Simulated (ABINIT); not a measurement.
A run of ABINIT 10.8.3 (patched build):

The input run.abi:

```
# Datasets
ndtset 2

# Pseudopotentials
pp_dirpath "./"
pseudos "Ir.GGA_PBE-JTH.xml"

# Structure
acell 2.7513778946 2.7513778946 4.46229 Angstrom
rprim
     1.0000000000     0.0000000000     0.0000000000
    -0.5000000000     0.8660254038     0.0000000000
     0.0000000000     0.0000000000     1.0000000000
ntypat 1
znucl 77
natom 2
typat 1 1
xred
            1/3            2/3            1/4
            2/3            1/3            3/4

# Plane-wave basis
ecut 18.0
pawecutdg 36.0

# Exchange and correlation
ixc -116133

# SCF cycle
nstep 80

# Output
iomode 3
prteig 0
prtebands 0
prtwf 0

# Dataset 1: electrons
kptopt1 1
ngkpt1 8 8 4
nshiftk1 1
shiftk1 0.0 0.0 0.0
nband1 19
occopt1 6
tsmear1 0.1 eV
tolvrs1 1.0e-10
prtden1 1

# Dataset 2: positron in the electrons' density
positron2 1
ixcpositron2 3
getden2 1
kptopt2 0
nkpt2 1
kpt2 0.0 0.0 0.0
nband2 1
occopt2 2
occ2 1.0
posocc2 1.0
toldfe2 1.0e-7
nline2 10
nnsclo2 2
optforces2 0
optstress2 0
prtden2 0
```

Potentials or basis: JTH PAW PBE v2.0.

Command:

```console
$ abinit run.abi > log 2>&1
```

Hardware: 1 thread of Arm Neoverse V1, with other jobs on the host.

Question: Estimate the wall time of this run.

Answer: Wall time 18 s on 1 thread of Arm Neoverse V1, on a shared host, peak memory 0.09 GiB. Counts: scf iterations 27, mpi ranks 1, k points 30, bands 19, plane waves 734.
